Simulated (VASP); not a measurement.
Crystal: TiS2.

```
CELL_PARAMETERS angstrom
3.41200 0.00000 0.00000
-1.70600 2.95488 0.00000
0.00000 0.00000 5.69500
ATOMIC_POSITIONS crystal
Ti 0.00000 0.00000 0.00000
S 0.33333 0.66667 0.25000
S 0.66667 0.33333 0.75000
```

| Item | Value |
| --- | --- |
| Program | VASP 6.6.1 |
| Task | relaxation of cell and atoms |
| Functional | LDA |
| Potentials or basis | VASP PAW LDA potentials, release 64 (Ti_sv, S) |
| Cutoff | 600 eV |
| k mesh | 12 × 12 × 7 |
| Occupations | methfessel-paxton, width 0.1 eV |
| Spin | no spin polarisation |

At the start: pressure -6.2 GPa; volume 19.14 Å³/atom.

Problem. Where does the relaxation end?

Solution. Over 19 steps the energy falls by 29.8 meV/atom and the volume is 17.27 Å³/atom (-9.8 %); space group P-3m1 (No. 164, to 0.05 Å).

The path:
```csv
step,energy change (eV),largest force (eV/Å),pressure (GPa),volume (Å³)
1,0.0000,0.4244,-6.18,57.42
2,0.0054,1.1526,7.24,51.50
3,-0.0672,0.2950,-0.32,54.39
4,-0.0672,0.3110,-0.19,54.33
5,-0.0757,0.2033,-0.13,53.87
6,-0.0785,0.0763,-0.04,53.35
7,-0.0785,0.0905,-0.02,53.41
8,-0.0813,0.0502,-0.34,53.27
9,-0.0860,0.0764,-1.16,52.86
10,-0.0873,0.0472,-0.87,52.64
11,-0.0891,0.0393,0.03,51.97
12,-0.0891,0.0427,0.07,51.94
13,-0.0891,0.0450,0.10,51.92
14,-0.0891,0.0371,0.09,51.88
15,-0.0892,0.0136,0.07,51.76
16,-0.0892,0.0036,0.03,51.80
17,-0.0892,0.0136,-0.12,51.87
18,-0.0893,0.0048,-0.09,51.83
19,-0.0893,0.0005,-0.05,51.82
```

Final structure:
```xyz
3
Lattice="3.3144 0.0000 0.0000 -1.6572 2.8703 0.0000 0.0000 0.0000 5.4468" Properties=species:S:1:pos:R:3 pbc="T T T"
Ti    0.0000    0.0000    0.0000
S     0.0000    1.9136    1.4228
S     1.6572    0.9568    4.0240
```
